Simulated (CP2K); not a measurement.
Crystal: Si2W.

```xyz
3
Lattice="4.5267 0.0000 0.0000 2.2450 3.9308 0.0000 -3.3859 -1.9654 2.2725" Properties=species:S:1:pos:R:3 pbc="T T T"
W     0.0000    0.0000    0.0000
Si    4.5052    2.6151    0.0000
Si    2.2665    1.3156    0.0000
```

Base run:

* Program: CP2K 2026.2
* Functional: PBEsol
* Potentials or basis: POTENTIAL_UZH W GTH-PBE-q14, Si GTH-PBE-q4; TZVP-MOLOPT-PBE-GTH basis
* Density cutoff: 9184 eV
* k mesh: 12 × 12 × 12
* Occupations: fermi-dirac, width 0.05 eV
* Spin: no spin polarisation

Its results: band gap on the k mesh none (metal or under the smearing width); pressure -0.4 GPa; largest force 0.029 eV/Å.

After a change of settings the same cell gave: band gap on the k mesh none (metal or under the smearing width); pressure 5.4 GPa; largest force 0.005 eV/Å. Which change was it?
A. functional from PBEsol to PBE; density cutoff from 9184 eV to 6123 eV; cutoff of the grids from 675 Ry to 450 Ry
B. functional from PBEsol to BEEF-vdW
C. functional from PBEsol to optB88-vdW
D. functional from PBEsol to HLE17

C.

Caveats: the potentials were made for another functional, which shifts forces and pressure; spin-orbit coupling is left out, which moves the levels of the heavy elements; the basis of atomic orbitals isn't converged, which shifts pressures, moduli and gaps.
